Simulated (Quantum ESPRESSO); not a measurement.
# TePb (Fm-3m) in Quantum ESPRESSO: notebook, part 3 of 3

Quantum ESPRESSO 7.5.

### Step 4. Phonons, WC

Input file pw.in:

```
&CONTROL
  calculation = 'scf'
  prefix = 'pwscf'
  outdir = './tmp'
  pseudo_dir = './pseudo'
  tprnfor = .true.
  tstress = .true.
  disk_io = 'low'
/
&SYSTEM
  ibrav = 0
  A = 4.56932402
  nat = 2
  ntyp = 2
  ecutwfc = 45
  ecutrho = 360
  nbnd = 16
  input_dft = 'wc'
  occupations = 'smearing'
  smearing = 'fd'
  degauss = 0.00367493
/
&ELECTRONS
  conv_thr = 4d-10
  electron_maxstep = 120
  mixing_beta = 0.5
/
ATOMIC_SPECIES
Pb   207.2000 pb_pbe_v1.uspp.F.UPF
Te   127.6000 te_pbe_v1.uspp.F.UPF
CELL_PARAMETERS alat
   0.0000000000    0.7071067812    0.7071067812
   0.7071067812    0.0000000000    0.7071067812
   0.7071067812    0.7071067812    0.0000000000
ATOMIC_POSITIONS alat
Pb     0.0000000000    0.0000000000    0.0000000000
Te     0.7071067812    0.7071067812    0.7071067812
K_POINTS automatic
6 6 6 1 1 1
```

Input file relax.in:

```
&CONTROL
  calculation = 'vc-relax'
  prefix = 'pwscf'
  outdir = './tmp'
  pseudo_dir = './pseudo'
  tprnfor = .true.
  tstress = .true.
  disk_io = 'low'
  nstep = 40
  forc_conv_thr = 0.0001
  etot_conv_thr = 1d-06
/
&SYSTEM
  ibrav = 0
  A = 4.56932402
  nat = 2
  ntyp = 2
  ecutwfc = 45
  ecutrho = 360
  nbnd = 16
  input_dft = 'wc'
  occupations = 'smearing'
  smearing = 'fd'
  degauss = 0.00367493
/
&ELECTRONS
  conv_thr = 4d-10
  electron_maxstep = 120
  mixing_beta = 0.5
/
&IONS
  ion_dynamics = 'bfgs'
/
&CELL
  cell_dynamics = 'bfgs'
  press = 0
  press_conv_thr = 0.2
/
ATOMIC_SPECIES
Pb   207.2000 pb_pbe_v1.uspp.F.UPF
Te   127.6000 te_pbe_v1.uspp.F.UPF
CELL_PARAMETERS alat
   0.0000000000    0.7071067812    0.7071067812
   0.7071067812    0.0000000000    0.7071067812
   0.7071067812    0.7071067812    0.0000000000
ATOMIC_POSITIONS alat
Pb     0.0000000000    0.0000000000    0.0000000000
Te     0.7071067812    0.7071067812    0.7071067812
K_POINTS automatic
6 6 6 1 1 1
```

Input file gamma.in:

```
&CONTROL
  calculation = 'bands'
  prefix = 'pwscf'
  outdir = './tmp'
  pseudo_dir = './pseudo'
  disk_io = 'low'
  verbosity = 'high'
/
&SYSTEM
  ibrav = 0
  A = 4.55371497
  nat = 2
  ntyp = 2
  ecutwfc = 45
  ecutrho = 360
  nbnd = 16
  input_dft = 'wc'
  occupations = 'smearing'
  smearing = 'fd'
  degauss = 0.00367493
/
&ELECTRONS
  conv_thr = 1d-08
  electron_maxstep = 120
  mixing_beta = 0.5
  diago_full_acc = .true.
  startingwfc = 'random'
/
ATOMIC_SPECIES
Pb   207.2000 pb_pbe_v1.uspp.F.UPF
Te   127.6000 te_pbe_v1.uspp.F.UPF
CELL_PARAMETERS alat
   0.0000000000    0.7071067813    0.7071067813
   0.7071067813    0.0000000000    0.7071067813
   0.7071067813    0.7071067813    0.0000000000
ATOMIC_POSITIONS alat
Pb     0.0000000000    0.0000000000    0.0000000000
Te     0.7071067813    0.7071067813    0.7071067813
K_POINTS crystal
1
0.0 0.0 0.0 1
```

Input file scf2.in:

```
&CONTROL
  calculation = 'scf'
  prefix = 'pwscf'
  outdir = './tmp'
  pseudo_dir = './pseudo'
  tprnfor = .true.
  tstress = .true.
  disk_io = 'low'
/
&SYSTEM
  ibrav = 0
  A = 4.55371497
  nat = 2
  ntyp = 2
  ecutwfc = 45
  ecutrho = 360
  nbnd = 16
  input_dft = 'wc'
  occupations = 'fixed'
/
&ELECTRONS
  conv_thr = 1d-13
  electron_maxstep = 120
  mixing_beta = 0.5
  startingpot = 'file'
/
ATOMIC_SPECIES
Pb   207.2000 pb_pbe_v1.uspp.F.UPF
Te   127.6000 te_pbe_v1.uspp.F.UPF
CELL_PARAMETERS alat
   0.0000000000    0.7071067813    0.7071067813
   0.7071067813    0.0000000000    0.7071067813
   0.7071067813    0.7071067813    0.0000000000
ATOMIC_POSITIONS alat
Pb     0.0000000000    0.0000000000    0.0000000000
Te     0.7071067813    0.7071067813    0.7071067813
K_POINTS automatic
6 6 6 1 1 1
```

Input file ph.in:

```
phonons of TePb
&INPUTPH
  prefix = 'pwscf'
  outdir = './tmp'
  tr2_ph = 1d-18
  fildyn = 'dyn'
  niter_ph = 90
  alpha_mix(1) = 0.7
  epsil = .true.
/
0.0000000000 0.0000000000 0.0000000000
```

Input file dynmat.in:

```
&INPUT
  fildyn = 'dyn'
  asr = 'crystal'
  lperm = .true.
  filout = 'dynmat.disp'
  fileig = 'dynmat.eig'
/
```

Input file dynmat_lo.in:

```
&INPUT
  fildyn = 'dyn'
  asr = 'crystal'
  filout = 'dynmat_lo.disp'
  fileig = 'dynmat_lo.eig'
  q(1) = 0
  q(2) = 0
  q(3) = 1
/
```

Potentials or basis: GBRV 1.5 PBE.

Command:

```console
$ OMP_NUM_THREADS=1 mpirun -n 4 pw.x -nk 4 -in pw.in > pw.out
$ OMP_NUM_THREADS=1 mpirun -n 4 pw.x -nk 4 -in relax.in > relax.out
$ OMP_NUM_THREADS=1 mpirun -n 4 pw.x -in gamma.in > gamma.out
$ OMP_NUM_THREADS=1 mpirun -n 4 pw.x -nk 4 -in scf2.in > scf2.out
$ OMP_NUM_THREADS=1 mpirun -n 4 ph.x -nk 4 -in ph.in > ph.out
$ OMP_NUM_THREADS=1 mpirun -n 1 dynmat.x -in dynmat.in > dynmat.out
$ OMP_NUM_THREADS=1 mpirun -n 1 dynmat.x -in dynmat_lo.in > dynmat_lo.out
```

pw.out:

```text
This program is part of the open-source Quantum ESPRESSO suite
     for quantum simulation of materials; please cite
         "P. Giannozzi et al., J. Phys.:Condens. Matter 21 395502 (2009);
         "P. Giannozzi et al., J. Phys.:Condens. Matter 29 465901 (2017);
         "P. Giannozzi et al., J. Chem. Phys. 152 154105 (2020);
     in publications or presentations arising from this work. More details at

     IMPORTANT: XC functional enforced from input :
     Exchange-correlation= WC
                           (   1   4  11   4   0   0   0)
     Any further DFT definition will be discarded
     Please, verify this is what you really want

     Message from routine setup:
     using ibrav=0 with symmetry is DISCOURAGED, use correct ibrav instead

     K-points division:     npool     =       4
     Subspace diagonalization in iterative solution of the eigenvalue problem:
     a serial algorithm will be used

     G-vector sticks info
     --------------------
     sticks:   dense  smooth     PW     G-vecs:    dense   smooth      PW
     Sum        1843     925    283                52345    18499    3119

     Using Slab Decomposition

     bravais-lattice index     =            0
     lattice parameter (alat)  =       8.6348  a.u.
     unit-cell volume          =     455.2369 (a.u.)^3
     number of atoms/cell      =            2
     number of atomic types    =            2
     number of electrons       =        20.00
     number of Kohn-Sham states=           16
     kinetic-energy cutoff     =      45.0000  Ry
     charge density cutoff     =     360.0000  Ry
     scf convergence threshold =      4.0E-10
     mixing beta               =       0.5000
     number of iterations used =            8  plain     mixing
[... 168 lines left out ...]
     iteration #  8     ecut=    45.00 Ry     beta= 0.50
     Davidson diagonalization with overlap
     ethr =  2.42E-11,  avg # of iterations =  2.6

     negative rho (up, down):  1.527E-02 0.000E+00

     End of self-consistent calculation

          k = 0.0589 0.0589 0.0589 (  2307 PWs)   bands (ev):

    -9.3253  -9.3253  -9.3123  -9.3115  -9.3115  -4.6566   1.4941   5.9954
     5.9954   6.0920  11.0015  11.1131  11.1131  12.9201  13.1526  13.1526
[... 73 lines left out ...]
    -9.3839  -9.3214  -9.3145  -9.2870  -9.2865  -3.0382  -0.1266   2.9400
     4.5825   4.6179  10.6238  12.4858  12.5440  13.6847  15.4740  17.6853

          k =-0.5303 0.1768-0.0589 (  2328 PWs)   bands (ev):

    -9.3673  -9.3210  -9.3159  -9.2934  -9.2900  -3.2372  -0.4181   3.9393
     4.4606   5.5891  10.5240  11.3052  12.0560  12.5896  15.4758  16.5575

          k =-0.4125 0.0589 0.0589 (  2324 PWs)   bands (ev):
[... 51 lines left out ...]
    -9.3469  -9.3340  -9.3070  -9.2977  -9.2941  -3.1599  -1.1263   4.7087
     5.9482   6.3403   9.0623   9.2410  10.8841  14.5412  15.3105  15.4810

     the Fermi energy is     7.7040 ev

!    total energy              =    -190.48272713 Ry
     estimated scf accuracy    <          1.4E-10 Ry
     smearing contrib. (-TS)   =      -0.00000012 Ry
     internal energy E=F+TS    =    -190.48272700 Ry

     The total energy is F=E-TS. E is the sum of the following terms:
     one-electron contribution =     -45.89101046 Ry
     hartree contribution      =      35.07631768 Ry
     xc contribution           =     -77.56982413 Ry
     ewald contribution        =    -102.09821009 Ry

     convergence has been achieved in   8 iterations

     negative rho (up, down):  1.527E-02 0.000E+00

     Forces acting on atoms (cartesian axes, Ry/au):

     atom    1 type  1   force =     0.00000000    0.00000000   -0.00000000
     atom    2 type  2   force =     0.00000000   -0.00000000    0.00000000

     Total force =     0.000000     Total SCF correction =     0.000000

     Computing stress (Cartesian axis) and pressure

     negative rho (up, down):  1.527E-02 0.000E+00
          total   stress  (Ry/bohr**3)                   (kbar)     P=       -4.57
  -0.00003104  -0.00000000  -0.00000000           -4.57       -0.00       -0.00
  -0.00000000  -0.00003104  -0.00000000           -0.00       -4.57       -0.00
  -0.00000000  -0.00000000  -0.00003104           -0.00       -0.00       -4.57

=------------------------------------------------------------------------------=
   JOB DONE.
=------------------------------------------------------------------------------=
```

relax.out:

```text
This program is part of the open-source Quantum ESPRESSO suite
     for quantum simulation of materials; please cite
         "P. Giannozzi et al., J. Phys.:Condens. Matter 21 395502 (2009);
         "P. Giannozzi et al., J. Phys.:Condens. Matter 29 465901 (2017);
         "P. Giannozzi et al., J. Chem. Phys. 152 154105 (2020);
[... 1815 lines left out ...]
  -0.00000000   0.00000002  -0.00000000           -0.00        0.00       -0.00
  -0.00000000   0.00000000   0.00000002           -0.00        0.00        0.00

=------------------------------------------------------------------------------=
   JOB DONE.
=------------------------------------------------------------------------------=
```

gamma.out:

```text
This program is part of the open-source Quantum ESPRESSO suite
     for quantum simulation of materials; please cite
         "P. Giannozzi et al., J. Phys.:Condens. Matter 21 395502 (2009);
         "P. Giannozzi et al., J. Phys.:Condens. Matter 29 465901 (2017);
         "P. Giannozzi et al., J. Chem. Phys. 152 154105 (2020);
     in publications or presentations arising from this work. More details at
[... 603 lines left out ...]

    -9.1900  -9.1900  -9.1770  -9.1770  -9.1770  -4.6505   1.8756   6.0921
     6.0921   6.0921  11.6012  11.6012  11.6012  13.1379  13.1379  13.1379

=------------------------------------------------------------------------------=
   JOB DONE.
=------------------------------------------------------------------------------=
```

It took 3.4 min on 4 MPI ranks of Intel Xeon Platinum 8488C (Sapphire Rapids), shared host; peak memory 0.64 GiB.

What came out:

```
Free energy                                             : -2591.6503 eV
Relaxed volume                                          : 33.39 Å³/atom
Relaxed cell                                            : a = 4.554 Å, b = 4.554 Å, c = 4.554 Å, α = 60.00°, β = 60.00°, γ = 60.00°
Space group after relaxing (to 0.05 Å)                  : Fm-3m (No. 225)
Pressure after relaxing                                 : 0.0 GPa
Electronic dielectric tensor (diagonal)                 : 31.62
Born charges (mean of the diagonal)                     : Pb +5.90; Te -5.88 e
Highest phonon frequency at Γ, LO-TO splitting left out : 46 cm⁻¹
Static dielectric tensor (diagonal)                     : 181.63
```

Step by step:
| step | energy change (eV) | largest force (eV/Å) | pressure (GPa) | volume (Å³) |
| --- | --- | --- | --- | --- |
| 1 | 0.0000 | 0.0000 | -0.46 | 67.46 |
| 2 | -0.0004 | 0.0000 | -0.35 | 67.30 |
| 3 | -0.0008 | 0.0000 | -0.20 | 67.07 |
| 4 | -0.0010 | 0.0000 | 0.01 | 66.76 |
| 5 | -0.0010 | 0.0000 | 0.00 | 66.77 |

Final structure:
```cif
data_structure
_symmetry_space_group_name_H-M 'P 1'
_symmetry_Int_Tables_number 1
_cell_length_a 4.5537
_cell_length_b 4.5537
_cell_length_c 4.5537
_cell_angle_alpha 60.000
_cell_angle_beta 60.000
_cell_angle_gamma 60.000
_cell_volume 66.77
loop_
_atom_site_label
_atom_site_type_symbol
_atom_site_fract_x
_atom_site_fract_y
_atom_site_fract_z
_atom_site_occupancy
Pb1 Pb 0.00000 0.00000 0.00000 1
Te1 Te 0.50000 0.50000 0.50000 1
```

Phonon frequencies in cm⁻¹ (negative: imaginary):
```
              q point        frequencies
(0.000, 0.000, 0.000)  -1 -1 -1 46 46 46
```

Electronic dielectric tensor:
```
31.62  0.00  0.00
 0.00 31.62  0.00
 0.00  0.00 31.62
```

Born effective charge tensors (e):
atom 1, Pb
```
5.90 0.00 0.00
0.00 5.90 0.00
0.00 0.00 5.90
```
atom 2, Te
```
-5.88  0.00  0.00
 0.00 -5.88  0.00
 0.00  0.00 -5.88
```

Optical modes at Γ, degenerate ones joined, polar ones without the macroscopic field:
| cm⁻¹ | components | symmetry | active in | IR intensity, summed ((D/Å)²/amu) |
| --- | --- | --- | --- | --- |
| 46 | 3 | T1u | IR | 30.37 |

Zone-centre frequencies without and with the macroscopic field along z (cm⁻¹):
```
                optical modes in rising order
       without                       46 46 46
with the field                      46 46 111
```

Static dielectric tensor, electrons and zone-centre modes:
```
181.63   0.00   0.00
  0.00 181.63   0.00
  0.00   0.00 181.63
```

Caveat: the potentials were made for another functional, which shifts forces and pressure. The run has no spin-orbit coupling, so splittings on Pb, Te are missing.

### Step 5. The runs side by side

| level | potentials or basis | form of the LDA correlation | pressure (GPa) |
| --- | --- | --- | --- |
| LDA | GBRV 1.5 LDA | PZ81 | 0.0 |
| PBE | GBRV 1.5 PBE | - | 0.0 |
| WC | GBRV 1.5 PBE | - | 0.0 |

Alike in all rows: task phonons; no spin polarisation; cell relaxed; k mesh 6 × 6 × 6, shifted; cutoff (eV) 612; smearing fermi-dirac 0.05 eV.

Caveats: the potentials were made for another functional, which shifts forces and pressure (some runs).

Absolute energies hang on the potentials; compare differences alone.

### Step 6. Comparison with measurements

Step 2. Against the measured high-frequency dielectric constant of TePb, 36.9 (77 K; a printed reference work, monograph), the calculated 34.20 is off by -7.3 %. 2 values of this kind are on record (32.8 to 36.9); this one was drawn at random.

Step 3. Against the measured high-frequency dielectric constant of TePb, 36.9 (77 K; a printed reference work, monograph), the calculated 27.06 is off by -26.7 %. 2 values of this kind are on record (32.8 to 36.9); this one was drawn at random.

Step 4. Measured high-frequency dielectric constant of TePb: 36.9 (77 K; a printed reference work, monograph). This calculation gives 31.62 (-14.3 %). 2 values of this kind are on record (32.8 to 36.9); this one was drawn at random.
